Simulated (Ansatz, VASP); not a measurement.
**Two plane-wave programs on GaSb3**

```
Ga Sb
1.0
     0.00000    3.73060    3.73060
     3.73060    0.00000    3.73060
     3.73060    3.73060    0.00000
Ga Sb
1 3
Direct
  0.00000 0.00000 0.00000
  0.25000 0.25000 0.25000
  0.75000 0.75000 0.75000
  0.50000 0.50000 0.50000
```

The cell comes from a database or a generator and needn't be the stable form of this composition.

Alike in both runs: task relaxation of cell and atoms; functional PBEsol; dispersion D3(BJ); k mesh 6 × 6 × 6; occupations gaussian, width 0.1 eV; no spin polarisation.

|  | VASP | Ansatz |
| --- | --- | --- |
| version | VASP 6.6.1 | Ansatz 0.2.0 |
| potentials or method | VASP PAW PBE potentials, release 64 (Ga_d, Sb) | scalar-relativistic, plane waves, PAW |
| plane-wave cutoff (eV) | 600 | 420 |
| valence electrons in the cell | 28 | 58 |

|  | VASP | Ansatz | Ansatz less VASP |
| --- | --- | --- | --- |
| gap on the k mesh at the Fermi level, each at its own relaxed structure (eV) | none | none | - |
| relaxed volume (Å³/atom) | 23.05 | 23.05 | -0.002 |
| relaxed cell length with the largest relative difference (Å) | 5.071 | 5.071 | -0.0002 |
| energy change over the relaxation (meV/atom) | -66 | -66 | -0.3 |

A gap of «none» marks a metal or a gap that the smearing closes. The two sets of potentials don't hold the same shells in valence.

Caveats: the bands computed are all filled at some k points, so no gap is given; the PAW data sets were made with another functional, which shifts forces and pressure a little (VASP). The runs have no spin-orbit coupling, so splittings on Sb are missing.
